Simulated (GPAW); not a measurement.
# Al (Fm-3m) in GPAW: notebook, part 3 of 3

GPAW 26.7.0.

### Step 6. Equation of state, PBE

Input file run.py:

```python
from ase.eos import EquationOfState
from ase.io import Trajectory, read
from ase.units import GPa
from gpaw import GPAW

atoms = read('Al.cif')

traj = Trajectory('eos.traj', 'w')
volumes, energies = [], []
for x in [0.94, 0.96, 0.98, 1.0, 1.02, 1.04, 1.06]:
    a = atoms.copy()
    a.set_cell(atoms.cell * x**(1 / 3), scale_atoms=True)
    calc = GPAW(mode='lcao',
                h=0.18,
                basis='szp(dzp)',
                xc='PBE',
                kpts={'size': (11, 11, 11), 'gamma': True},
                occupations={'name': 'fermi-dirac', 'width': 0.05},
                convergence={'density': 1e-05, 'energy': 1e-05},
                maxiter=150,
                txt=f'eos-{x:.2f}.txt')
    a.calc = calc
    energies.append(a.get_potential_energy(force_consistent=True))
    volumes.append(a.get_volume())
    calc.write(f'eos-{x:.2f}.gpw')
    traj.write(a)
    print(f'{x:.2f} {volumes[-1]:10.4f} A^3 {energies[-1]:14.6f} eV', flush=True)

v0, e0, B = EquationOfState(volumes, energies, eos='birchmurnaghan').fit()
print(f'V0 = {v0:.4f} A^3, E0 = {e0:.6f} eV, B0 = {B / GPa:.2f} GPa')
```

Input file Al.cif:

```cif
data_Al
_cell_length_a 2.86350669
_cell_length_b 2.86350669
_cell_length_c 2.86350669
_cell_angle_alpha 60.00000000
_cell_angle_beta 60.00000000
_cell_angle_gamma 60.00000000
_space_group_name_H-M_alt 'P1'
_space_group_name_Hall 'P 1'
_space_group_IT_number 1
loop_
_space_group_symop_operation_xyz
'x,y,z'
loop_
_atom_site_label
_atom_site_type_symbol
_atom_site_symmetry_multiplicity
_atom_site_Wyckoff_symbol
_atom_site_fract_x
_atom_site_fract_y
_atom_site_fract_z
_atom_site_occupancy
Al1 Al 1 a 0.0000000000 0.0000000000 0.0000000000 1
```

Potentials or basis: GPAW PAW data sets (gpaw-data 1.2.1), lcao:szp(dzp).

The run is started by

```console
$ OMP_NUM_THREADS=1 python run.py
```

Wall time 4.8 min (1 thread of Arm Neoverse V2, shared host); peak memory 0.17 GiB.

These settings aren't checked as converged: the numbers below hold their error.

Results:

```
Equilibrium volume                      : 16.86 Å³/atom
Bulk modulus                            : 77 GPa
Pressure derivative of the bulk modulus : 4.1
```

Caveat: the basis of atomic orbitals isn't converged, which shifts pressures, moduli and gaps.

### Step 7. The runs side by side

```csv
task,level,potentials or basis,cutoff (eV),maxiter,fermi k mesh,convergence,supercell,supercell k mesh,grid spacing,other keys,gap on the mesh (eV),pressure (GPa)
Fermi surface,r2SCAN,"GPAW PAW data sets (gpaw-data 1.2.1), pw",600,150,18 × 18 × 18,-,-,-,-,-,none,-3.3
phonons,PBEsol+D3(BJ),"PAW data sets generated in the run's folder for this functional, pw",510,150,-,density=1e-06 eigenstates=1e-09,2 × 2 × 2,6 × 6 × 6,-,-,none,-4.9
phonons,LDA,"the program's PAW data sets (release 1.2.1) made for this functional, lcao:dzp",-,50,-,density=1e-06,3 × 3 × 3,4 × 4 × 4,0.16 Å,"several, not listed",none,-
phonons,LDA,"PAW data sets generated in the run's folder for this functional, pw",510,150,-,density=1e-06 eigenstates=1e-09,2 × 2 × 2,6 × 6 × 6,-,-,none,-3.5
```

Alike in all rows: no spin polarisation; cell as given; k mesh 11 × 11 × 11; smearing fermi-dirac 0.05 eV.

Caveats: phonon bands are interpolated from a small supercell (some runs); the cell is more than 3 GPa from zero pressure, which shifts response properties (some runs); the cutoff is short for stress and forces, so pressures can be off by a GPa or more (some runs); the PAW data sets were made with another functional, which shifts forces and pressure a little (some runs); pairwise dispersion overbinds metals, which lowers pressure and volume (some runs); the basis of atomic orbitals isn't converged, which shifts pressures, moduli and gaps (some runs).

Absolute energies hang on the potentials; compare differences alone.
